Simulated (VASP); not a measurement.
The system is CuAu3.

```
Au Cu
1.0
     3.98000    0.00000    0.00000
     0.00000    3.98000    0.00000
     0.00000    0.00000    3.98000
Au Cu
3 1
Cartesian
  1.9900 1.9900 0.0000
  1.9900 0.0000 1.9900
  0.0000 1.9900 1.9900
  0.0000 0.0000 0.0000
```

```yaml
Program: VASP 6.6.1
Task: relaxation of cell and atoms
Functional: LDA
Potentials_or_basis: VASP PAW LDA potentials, release 64 (Au, Cu)
Cutoff: 600 eV
k_mesh: 6 × 6 × 6
Occupations: fermi-dirac, width 0.05 eV
Spin: no spin polarisation
```

At the start: pressure -5.0 GPa; volume 15.76 Å³/atom.

Q: How do energy, volume and symmetry change on relaxing?

A: Over 4 steps the energy falls by 7.2 meV/atom and the volume is 15.32 Å³/atom (-2.8 %); space group Pm-3m (No. 221, to 0.05 Å).

The path:
```
step  energy change (eV)  largest force (eV/Å)  pressure (GPa)  volume (Å³)
   1              0.0000                0.0000           -5.05        63.04
   2              0.0471                0.0000            9.60        58.62
   3             -0.0287                0.0000           -0.07        61.30
   4             -0.0287                0.0000            0.04        61.26
```

Final structure:
```xyz
4
Lattice="3.9422 0.0000 0.0000 0.0000 3.9422 0.0000 0.0000 0.0000 3.9422" Properties=species:S:1:pos:R:3 pbc="T T T"
Au    1.9711    1.9711    0.0000
Au    1.9711    0.0000    1.9711
Au    0.0000    1.9711    1.9711
Cu    0.0000    0.0000    0.0000
```
